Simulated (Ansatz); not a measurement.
# GaP (R-3m) in Ansatz: equation of state

Aim: energy against volume of GaP in PBE, for its equilibrium volume and stiffness.

All numbers are computed with Ansatz 0.2.0; they aren't measurements. Logs are shortened: lines on timing, memory, paths and dates and some standing lists are left out, and cuts for length are marked.

## Step 1: The structure

It takes space group R-3m (No. 166, trigonal). The conventional cell has a = 3.886 Å, b = 3.886 Å, c = 19.292 Å, α = 90.00°, β = 90.00°, γ = 120.00°. Around Ga (site symmetry 3m) lie 3 P at 2.40 Å and 1 Ga at 2.49 Å. Around P (site symmetry 3m) lie 1 P at 2.21 Å and 3 Ga at 2.40 Å.

Measurements of this composition are mostly on another form, of space group No. 216.

## Step 2: Equation of state, PBE

Potentials or basis: all-electron LAPW, scalar-relativistic.

This step only gathers the single runs of the series.

What came out:

| Quantity | Value |
| --- | --- |
| Equilibrium volume | 21.03 Å³/atom |
| Bulk modulus at fixed shape and positions | 71 GPa |
| Pressure derivative of the bulk modulus | 4.6 |

Energy against volume, from the lowest point:
```csv
volume (Å³/atom),energy (meV/atom)
19.764,19.05
20.185,8.19
20.605,2.01
21.026,0.00
21.446,1.73
21.867,6.80
22.287,14.86
```

Caveat: the cell was scaled at fixed shape and fractional positions, which overstates the stiffness of a crystal with free parameters, most of all of layers and chains.
